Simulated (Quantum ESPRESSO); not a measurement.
The system is Sr.

```
Sr
1.0
     0.00000    3.04235    3.04235
     3.04235    0.00000    3.04235
     3.04235    3.04235    0.00000
Sr
1
Direct
  0.00000 0.00000 0.00000
```

| Property | Result |
| --- | --- |
| Program | Quantum ESPRESSO 7.5 |
| Task | relaxation of cell and atoms |
| Functional | B86bPBE |
| Potentials or basis | GBRV 1.5 LDA |
| Cutoff | 612 eV |
| Density cutoff | 4898 eV |
| k mesh | 8 × 8 × 8 |
| Occupations | cold, width 0.05 eV |
| Spin | no spin polarisation |

At the start: pressure -0.4 GPa; volume 56.32 Å³/atom.

**Question.** Where does the relaxation end?

**Answer.** Over 3 steps the energy falls by 2.1 meV/atom and the volume is 54.48 Å³/atom (-3.3 %); space group Fm-3m (No. 225, to 0.05 Å).

The path:
```csv
step,energy change (eV),largest force (eV/Å),pressure (GPa),volume (Å³)
1,0.0000,0.0000,-0.37,56.32
2,-0.0007,0.0000,-0.31,56.00
3,-0.0021,0.0000,0.02,54.48
```

Final structure:
```cif
data_structure
_symmetry_space_group_name_H-M 'P 1'
_symmetry_Int_Tables_number 1
_cell_length_a 4.2553
_cell_length_b 4.2553
_cell_length_c 4.2553
_cell_angle_alpha 60.000
_cell_angle_beta 60.000
_cell_angle_gamma 60.000
_cell_volume 54.48
loop_
_atom_site_label
_atom_site_type_symbol
_atom_site_fract_x
_atom_site_fract_y
_atom_site_fract_z
_atom_site_occupancy
Sr1 Sr 0.00000 0.00000 0.00000 1
```

Caveat: the potentials were made for another functional, which shifts forces and pressure.
